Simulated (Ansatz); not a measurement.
**Te2Mo under changes of volume**

One of the cells (133.495 Å³/atom); the others are scaled copies at fixed shape and fractional positions:

```
Te Mo
1.0
     6.36161    0.00000    0.00000
     0.00000    3.48040    0.00000
    -0.08574    0.00000   36.17589
Te Mo
4 2
Cartesian
  2.6844 2.6103 19.5604
  3.5915 0.8701 16.6155
  5.8104 0.8701 20.1329
  0.4655 2.6103 16.0430
  1.1110 0.8701 17.9963
  5.1649 2.6103 18.1796
```

* Program: Ansatz 0.2.0
* Functional: PBE
* Dispersion: D3(BJ)
* Potentials or basis: Ansatz PAW
* Cutoff: 420 eV (not typed: the program's choice for these potentials)
* k mesh: 4 × 8 × 1
* Occupations: fermi-dirac, width 0.05 eV
* Spin: no spin polarisation

```csv
volume (Å³/atom),energy over the lowest point (meV/atom),largest force (eV/Å)
125.485,?,?
128.155,5.57,0.815
130.825,0.00,0.447
133.495,1.04,0.109
136.165,8.00,0.219
138.835,20.23,0.492
141.505,37.18,0.757
```

Problem. What does the run at 125.485 Å³/atom give?

Solution. Energy over the lowest point 18.52 meV/atom; largest force 1.214 eV/Å.

Worked out: A Birch-Murnaghan fit of order 3 (a polynomial in V^(-2/3)) to the other rows has its minimum at 131.71 Å³/atom with B0 = V·E''(V) = 18.8 GPa and B' = 4.6 at fixed shape and positions, which overstates the stiffness. It gives 18.55 meV/atom at 125.485 Å³/atom, against the run's 18.52.

Energies are extrapolated to zero smearing.
